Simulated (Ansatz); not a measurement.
# Ta2N: relaxation of cell and atoms with r2SCAN

Ta2N:

```xyz
3
Lattice="3.1129 0.0000 0.0000 -1.5564 2.6958 0.0000 0.0000 0.0000 4.8698" Properties=species:S:1:pos:R:3 pbc="T T T"
Ta    0.0000    1.7972    1.2404
Ta    1.5564    0.8986    3.6294
N     0.0000    0.0000    0.0000
```

The cell comes from a database or a generator and needn't be the stable form of this composition.

```json
{
  "Program": "Ansatz 0.2.0",
  "Task": "relaxation of cell and atoms",
  "Functional": "r2SCAN",
  "Potentials or basis": "Ansatz PAW",
  "Cutoff": "500 eV (not typed: the program's choice for these potentials)",
  "k mesh": "10 × 10 × 6",
  "Occupations": "fermi-dirac, width 0.05 eV",
  "Spin": "no spin polarisation",
  "Target pressure": "10 GPa",
  "Target pressure (GPa)": "10"
}
```

The relaxed volume is 12.93 Å³/atom and the relaxed cell is a = 3.036 Å, b = 3.036 Å, c = 4.858 Å, α = 90.00°, β = 90.00°, γ = 120.00°. The space group after relaxing (to 0.05 Å) is P-3m1 (No. 164). The energy change on relaxing (the enthalpy is what falls) is +5.9 meV/atom and the ionic steps are 6. The pressure after relaxing is 10.0 GPa and the band gap on the k mesh is none (metal or under the smearing width).

The path:
```
step  energy change (eV)  largest force (eV/Å)  volume (Å³)
   1              0.0000                0.1017        40.87
   2             -0.0078                0.0754        39.33
   3              0.0208                0.0673        38.72
   4              0.0163                0.0169        38.79
   5              0.0166                0.0004        38.78
   6              0.0176                0.0008        38.78
```

Final structure:
```
CELL_PARAMETERS angstrom
3.03610 0.00000 0.00000
-1.51805 2.62934 0.00000
0.00000 0.00000 4.85827
ATOMIC_POSITIONS crystal
Ta 0.33333 0.66667 0.25850
Ta 0.66667 0.33333 0.74150
N 0.00000 0.00000 0.00000
```

Levels at points of the mesh, in eV from the Fermi level:
| k point | band 12 | band 13 | band 14 | band 15 | band 16 | band 17 | band 18 | band 19 | band 20 |
| --- | --- | --- | --- | --- | --- | --- | --- | --- | --- |
| (0.00, 0.00, 0.00) | -6.41 | -5.48 | -0.90 | -0.24 | -0.24 | 0.02 | 0.58 | 0.58 | 1.15 |
| (0.00, 0.00, -0.50) | -6.61 | -3.49 | -3.01 | -1.09 | -1.09 | 1.77 | 2.59 | 2.64 | 2.64 |
| (0.00, -0.50, 0.00) | -6.83 | -5.06 | -2.98 | -1.52 | 1.54 | 2.25 | 4.37 | 4.43 | 4.63 |
| (0.00, -0.50, -0.50) | -6.53 | -3.62 | -2.50 | -2.30 | -0.71 | 0.73 | 3.95 | 4.19 | 4.56 |

It took 26 s on 2 threads of Arm Neoverse V1 (shared host), peak memory 0.46 GiB.

Caveat: the plane-wave basis is chosen anew once the cell has moved, so the energies of steps on either side of that aren't comparable; the PAW data sets come from PBE, with cores solved anew for the run's functional, which leaves a small shift of forces and pressure. The run has no spin-orbit coupling, so splittings on Ta are missing.
